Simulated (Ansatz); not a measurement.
# TePb (Fm-3m) in Ansatz: a series of runs, part 2 of 2

Ansatz 0.2.0. The steps go on from the part before.

## (11) Band structure, PBE

input.yaml

```yaml
crystal:
  lattice:
    - [0.0, 3.231, 3.231]
    - [3.231, 0.0, 3.231]
    - [3.231, 3.231, 0.0]
  atoms:
    - { symbol: Pb, position: [0.0, 0.0, 0.0] }
    - { symbol: Te, position: [0.5, 0.5, 0.5] }
hamiltonian:
  xc: pbe
  pseudopotentials: { kind: nc, source: spms }
kpoints:
  mp_grid: { grid: [7, 7, 7] }
  band_path:
    path:
      - [[0.0, 0.0, 0.0], [0.5, 0.0, 0.5], [0.5, 0.25, 0.75], [0.375, 0.375, 0.75], [0.0, 0.0, 0.0], [0.5, 0.5, 0.5], [0.625, 0.25, 0.625], [0.5, 0.25, 0.75], [0.5, 0.5, 0.5], [0.375, 0.375, 0.75]]
      - [[0.625, 0.25, 0.625], [0.5, 0.0, 0.5]]
    npoints: 14
scf:
  occupations: { method: fermi_dirac, width: 0.05 }
  n_extra_bands: 6
output:
  forces: true
  stress: true
  eigenvalues: true
  fatbands: false
```

Potentials or basis: SPMS NC.

Run with:

```bash
ansatz run input.yaml --threads 2 --pin off --max-ram 5120MiB --backend cpu --events-out ev --progress --plain --runs-dir out
```

The program printed:

```text
Warning: RAYON_NUM_THREADS=2 ignored (pool sized by the plan → 2); use --threads N
scf.n_extra_bands = 6 over 15 filled bands (N_el = 30.0): the run solves 21 bands
Engine: ansatz 0.2.0, aarch64-unknown-linux-gnu
Pseudopotentials: kind: nc
Pseudopotential: Pb, nc, valence charge 14, recommended cutoff 380.959407443832 eV (normal), Pb.nc.azcp
Pseudopotential: Te, nc, valence charge 16, recommended cutoff 680.2846561497 eV (normal), Te.nc.azcp
Functional definition: PBE
  parameter kappa = 0.804
  parameter beta = 0.06672455060314922
  exchange = pbe_x(kappa = kappa, mu = beta*pi^2/3)
  correlation = pbe_c(beta = beta)
Crystal: 2 atoms, lattice volume = 67.459 Å³
Basis set: ecut = 680.2846561497 eV, 2733 PW (Γ), exchange–correlation on 80×80×80 points (8 copies of the dense FFT grid, shifted against one another)
Bands: 21, of which v1, the nominal top of the filled ones, is band 15 counted from 1 (14 counted from 0)
Symmetry: 48 space group operations
Space group: Fm-3m (ITA 225), of the structure as read, at distance tolerance 4.1e-5 Å
k-points: 20 of 343
Non-local potential: Pb, projectors of the file, l = 0: 2, l = 1: 2, l = 2: 2
Non-local potential: Te, projectors of the file, l = 0: 2, l = 1: 2, l = 2: 2
Initial density: superposition of atomic densities (chi_scale 0.1, normalization cell, long waves kept (reshape's long-wave potential 0.00 eV rms))
Initial wavefunctions: pseudopotential atomic-orbital guess
Functional: x = pbe(κ = 0.804, μ = 0.2195149727645171), c = pbe(β = 0.06672455060314922)
SCF iter   1: F=—  HF=-4417.699374 eV  |F-HF|=—  |Δ(HF+E_count)|=         —  Δρ=2.50e-2  dr2=1.24e0  ethr=3.10e-3  ⟨swp⟩=5.7  Hψ=2179  notcnv=0  defer=1
preconditioner: auto → none  [insulator: Δε(μ)=1.224 eV  Ē_g=15.865 eV  σ=0.050 eV  W_gap=1.00  n_scr=14 (ndim 8)  ℏωp=20.2 eV  f_vac=0.000  D(μ)=0.00/eV (n_scr^D=0)  ε∞_Penn≈2.6]
SCF iter   2: F=—  HF=-4417.310190 eV  |F-HF|=—  |Δ(HF+E_count)|=   3.89e-1  Δρ=8.53e-3  dr2=7.92e-2  ethr=3.10e-3  ⟨swp⟩=3.1  Hψ=850  notcnv=0  defer=32
SCF iter   3: F=—  HF=-4417.290521 eV  |F-HF|=—  |Δ(HF+E_count)|=   1.97e-2  Δρ=3.48e-3  dr2=6.49e-3  ethr=2.64e-4  ⟨swp⟩=3.1  Hψ=806  notcnv=0  defer=29
SCF iter   4: F=—  HF=-4417.292483 eV  |F-HF|=—  |Δ(HF+E_count)|=   1.96e-3  Δρ=5.72e-4  dr2=2.04e-4  ethr=2.16e-5  ⟨swp⟩=2.9  Hψ=683  notcnv=0  defer=29
SCF iter   5: F=—  HF=-4417.292472 eV  |F-HF|=—  |Δ(HF+E_count)|=   1.08e-5  Δρ=1.39e-4  dr2=9.55e-6  ethr=6.81e-7  ⟨swp⟩=2.9  Hψ=624  notcnv=0  defer=29
SCF iter   6: F=—  HF=-4417.292472 eV  |F-HF|=—  |Δ(HF+E_count)|=   5.90e-7  Δρ=1.96e-5  dr2=4.92e-7  ethr=3.18e-8  ⟨swp⟩=2.7  Hψ=701  notcnv=0  defer=29
SCF iter   7: F=-4417.292472 eV  HF=-4417.292472 eV  |F-HF|=4.01e-9  |Δ(HF+E_count)|=   5.81e-9  Δρ=2.78e-6  dr2=3.04e-9  ethr=3.33e-10  ⟨swp⟩=16.1  Hψ=2992  notcnv=0
SCF 1 converged in 7 iterations: F = -4417.292472 eV  dr2 = 3.04e-9
NSCF: frozen V_eff on 142 k-points
SCF converged after 7 iterations
Free energy (F): -4417.292472 eV
Harris-Foulkes:  -4417.292472 eV  (|F-HF|=4.01e-9)
Internal energy: -4417.292469 eV  (E = F + TS)
E sigma→0 (E₀):  -4417.292470 eV
Entropy (-TS):   -0.000002 eV (-0.001 meV/atom)
Fermi energy:    10.297190 eV
--- Per-component energies (eV) ---
  E_band       = -281.180354
  E_kinetic    = 1980.654158
  E_local      = -2780.536427  (includes V_loc(G=0)·N_el)
  E_nonlocal   = -657.133683
  E_hartree    = 917.314220
  E_xc         = -1024.671572
  E_vxc        = -658.792276  (∫ρ·V_xc dr)
  E_ewald      = -2852.919164
  E_smearing   = -0.000002  (= −TS)
  E_closure    = 0.000000  (closes the sum)
  Σ components = -4417.292472   (vs F -4417.292472, Δ=0.00e0)
--- Forces (eV/Å), atoms counted from 1 ---
  atom   1  Pb    -0.00000000     0.00000000     0.00000000
  atom   2  Te     0.00000000    -0.00000000     0.00000000
  max |Σ_I F_I| component: 5.69e-28 eV/Å
--- Stress (GPa, compression-positive) ---
        2.080020      -0.000000       0.000000
       -0.000000       2.080020      -0.000000
       -0.000000      -0.000000       2.080020
  P = ⅓ Tr σ = 2.0800 GPa (20.800 kbar)
--- Band table (eV; the first three rows and the last of 20) ---
  k-point 0: bands = ["-26.3135", "-26.3135", "-26.3087", "-26.3087", "-26.3087", "-6.8307", "-6.8307", "-6.8257", "-6.8257", "-6.8257", "-2.1305", "4.2918", "8.5507", "8.5507", "8.5507", "13.9896", "13.9896", "13.9896", "15.7192", "15.7192", "15.7192"]
  k-point 1: bands = ["-26.3134", "-26.3134", "-26.3086", "-26.3086", "-26.3086", "-6.8334", "-6.8334", "-6.8252", "-6.8227", "-6.8227", "-1.9561", "3.7388", "8.6020", "8.6020", "8.8510", "13.0330", "13.2431", "13.2431", "15.5703", "16.1058", "16.1058"]
  k-point 2: bands = ["-26.3133", "-26.3133", "-26.3085", "-26.3084", "-26.3084", "-6.8404", "-6.8404", "-6.8242", "-6.8152", "-6.8152", "-1.4638", "2.5745", "8.7606", "8.7606", "9.3544", "11.7190", "12.0772", "12.0772", "16.1299", "17.1535", "17.1535"]
  k-point 19: bands = ["-26.3136", "-26.3131", "-26.3084", "-26.3082", "-26.3078", "-6.8737", "-6.8334", "-6.8213", "-6.8144", "-6.8015", "-0.3316", "1.8641", "5.9974", "6.6259", "9.2128", "11.8372", "14.6077", "15.4167", "16.0512", "17.2508", "20.3643"]
```

Wall time 4.8 s (2 threads of Arm Neoverse V1, shared host); peak memory 0.44 GiB.

Results:

```
Free energy             : -4417.2925 eV
Pressure                : 2.1 GPa
Band gap along the path : 0.74 eV, direct
```

Levels at the corners of the path, in eV from the Fermi level:
```csv
point,band 13,band 14,band 15,band 16,band 17,band 18
Γ,-1.75,-1.75,-1.75,3.69,3.69,3.69
X,-4.90,-3.20,-3.20,2.90,5.08,5.08
W,-4.19,-4.19,-0.77,1.27,4.83,4.83
K,-4.52,-2.70,-2.48,3.17,3.38,4.75
Γ,-1.75,-1.75,-1.75,3.69,3.69,3.69
L,-1.29,-1.29,-0.41,0.33,0.87,0.87
U,-4.52,-2.70,-2.48,3.17,3.38,4.75
W,-4.19,-4.19,-0.77,1.27,4.83,4.83
L,-1.29,-1.29,-0.41,0.33,0.87,0.87
K,-4.52,-2.70,-2.48,3.17,3.38,4.75
U,-4.52,-2.70,-2.48,3.17,3.38,4.75
X,-4.90,-3.20,-3.20,2.90,5.08,5.08
```

Caveat: this odd mesh misses L, where the gap lies, so gap, dielectric constants and Born charges aren't listed; spin-orbit coupling is left out, which moves the levels of the heavy elements.

## (12) The runs side by side

| task | potentials or basis | cutoff (eV) | points for each segment of the path | pressure (GPa) |
| --- | --- | --- | --- | --- |
| band structure | Ansatz PAW | 420 | 14 | 2.1 |
| equation of state | JTH PAW | 1800 | - | - |
| band structure | SPMS NC | 680 | 14 | 2.1 |

Alike in all rows: level PBE; no spin polarisation; cell as given; k mesh 7 × 7 × 7; smearing fermi-dirac 0.05 eV.

Caveats: spin-orbit coupling is left out, which moves the levels of the heavy elements (some runs).

Absolute energies hang on the potentials; compare differences alone.

## (13) Against experiment

Step 2. Against the measured gap of TePb, 0.19 eV (direct; 4.2 K; a printed reference work, monograph), the calculated 0.73 eV is off by +0.54 eV. Spin-orbit coupling on Pb, Te is left out. The value is that of PBE, without temperature or zero-point motion.

Step 11. A measured gap of TePb is 0.19 eV (direct; 4.2 K; a printed reference work, monograph); the calculated 0.74 eV misses it by +0.55 eV. Spin-orbit coupling on Pb, Te is left out. The value is that of PBE, without temperature or zero-point motion.
